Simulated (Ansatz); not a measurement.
## Strain and the gap of BaS (wurtzite)

BaS in the wurtzite structure (no longer in that coordination), relaxed with r2SCAN in the plane-wave code Ansatz. Space group P6_3/mmc (No. 194), hexagonal; a = 5.382 Å, c = 6.383 Å in the conventional setting, 40.03 Å³ an atom. Around Ba lie 5 S at 3.11–3.19 Å; around S lie 5 Ba at 3.11–3.19 Å. The cell started from the wurtzite prototype, but the relaxation took it to the higher symmetry P6_3/mmc (No. 194), so the name no longer describes it.

The axes x, y and z are those of this cell:
```
Ba S
1.0
     5.38186    0.00000    0.00000
    -2.69093    4.66082    0.00000
     0.00000    0.00000    6.38332
Ba S
2 2
Direct
  0.33333 0.66667 0.93750
  0.66667 0.33333 0.43750
  0.33333 0.66667 0.43750
  0.66667 0.33333 0.93750
```

Unstrained: With PBE the valence top lies at Γ and the conduction bottom at K, 2.560 eV higher; the smallest vertical gap, at K, is 2.669 eV. The r2SCAN gap is indirect, 2.904 eV (Γ to K), below the direct gap of 3.017 eV at K. HSE06 gives an indirect gap of 3.484 eV, from Γ to K; the least direct gap is 3.605 eV at K. Meshes: PBE 6×6×4, r2SCAN 6×6×4, HSE06 6×6×4. Strains are changes of length per length. After each strain the atoms were relaxed again with r2SCAN in this cell and within any symmetry left, so distortions that break it or need a larger cell weren't tested; points keep the names that they have in the unstrained zone. The calculation is spin-unpolarised, and the structure need not be a phase that has been made.

Changes of the least gap in eV (an overlap counts as a negative gap):
```tsv
strain	volume change (%)	space group	PBE	r2SCAN	HSE06	energy rise, r2SCAN (meV/atom)
uniaxial +2.87 % along z	+2.9	P6_3/mmc	+0.063	+0.060	+0.055	8.1
biaxial -3.39 % in x and y, z held	-6.7	P6_3/mmc	-0.046	-0.055	-0.037	26.8
```

Uniaxial +2.87 % along z, other directions held. HSE06: the gap goes from 3.484 to 3.539 eV (+0.055 eV). Stress change with r2SCAN, compression positive: xx -0.40, yy -0.40, zz -2.08 GPa.

Biaxial -3.39 % in x and y, z held. HSE06: the gap goes from 3.484 to 3.447 eV (-0.037 eV); it turns from indirect (Γ → K) to direct (K). Stress change with r2SCAN, compression positive: xx +3.48, yy +3.48, zz +1.06 GPa.

Spin-orbit coupling is left out.

The meshes of the hybrids are coarse, so their gaps aren't converged to the digits shown.
